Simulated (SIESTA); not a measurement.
Set up this calculation in SIESTA 5.4.2, as the native input.

```
Task                : band structure
Functional          : PBEsol
Potentials or basis : PseudoDojo 0.4 standard (PBEsol files)
Basis               : DZP (energy shift 0.003 Ry; two zetas on semicore shells)
Grid cutoff         : 800 Ry
Energy shift        : 0.003 Ry
k mesh              : 13 × 13 × 13
Occupations         : fermi-dirac, width 0.05 eV
Spin                : no spin polarisation
```

The system is Cu.

```
CELL_PARAMETERS angstrom
0.00000 1.80750 1.80750
1.80750 0.00000 1.80750
1.80750 1.80750 0.00000
ATOMIC_POSITIONS crystal
Cu 0.00000 0.00000 0.00000
```

The input as run:

Cu.fdf

```
SystemName                      Copper
SystemLabel                     Cu
NumberOfSpecies                 1
NumberOfAtoms                   1
%block ChemicalSpeciesLabel
  1  29 Cu
%endblock ChemicalSpeciesLabel

LatticeConstant                 1.0 Ang
%block LatticeVectors
     0.0000000000     1.8075000000     1.8075000000
     1.8075000000     0.0000000000     1.8075000000
     1.8075000000     1.8075000000     0.0000000000
%endblock LatticeVectors
AtomicCoordinatesFormat         Fractional
%block AtomicCoordinatesAndAtomicSpecies
     0.0000000000     0.0000000000     0.0000000000  1  Cu
%endblock AtomicCoordinatesAndAtomicSpecies

%block kgrid.MonkhorstPack
   13   0   0  0.0
    0  13   0  0.0
    0   0  13  0.0
%endblock kgrid.MonkhorstPack
XC.Functional                   GGA
XC.Authors                      PBEsol
PAO.BasisSize                   DZP
PAO.EnergyShift                 0.003 Ry
Mesh.Cutoff                     800 Ry
OccupationFunction              FD
ElectronicTemperature           0.05 eV
MaxSCFIterations                120
SCF.MustConverge                false
SCF.Mixer.Method                Pulay
SCF.Mixer.Weight                0.25
SCF.Mixer.History               8
SCF.DM.Tolerance                5.0e-05
SCF.H.Tolerance                 1.0e-03 eV
WriteForces                     true
Charge.Mulliken                 end
BandLinesScale                  ReciprocalLatticeVectors
%block BandLines
    1    0.000000   0.000000   0.000000  \Gamma
   12    0.500000   0.000000   0.500000  X
    6    0.500000   0.250000   0.750000  W
    4    0.375000   0.375000   0.750000  K
   13    0.000000   0.000000   0.000000  \Gamma
   11    0.500000   0.500000   0.500000  L
    8    0.625000   0.250000   0.625000  U
    4    0.500000   0.250000   0.750000  W
    9    0.500000   0.500000   0.500000  L
    8    0.375000   0.375000   0.750000  K
    1    0.625000   0.250000   0.625000  U
    4    0.500000   0.000000   0.500000  X
%endblock BandLines
%block PAO.Basis
  Cu 5
  n=3 0 2
    2.374 0.000
  n=4 0 2
    7.224 0.000
  n=3 1 2
    2.662 0.000
  n=4 1 1
    7.224
  n=3 2 2
    4.908 0.000
%endblock PAO.Basis
```

Potentials or basis: PseudoDojo 0.4 standard (PBEsol files), DZP (energy shift 0.003 Ry; two zetas on semicore shells).

Launch:

```sh
$ siesta < Cu.fdf > Cu.out 2>&1
```

Results of the run:

- Pressure: -7.4 GPa
- Band gap on the k mesh: none (metal or under the smearing width)

Caveat: short orbitals over semicore shells can move pressures by several GPa; the basis of atomic orbitals isn't converged, which shifts pressures, moduli and gaps.

Wall time 17 s on 1 thread of Intel(R) Xeon(R) 6975P-C (Granite Rapids), on a shared host, peak memory 0.21 GiB.
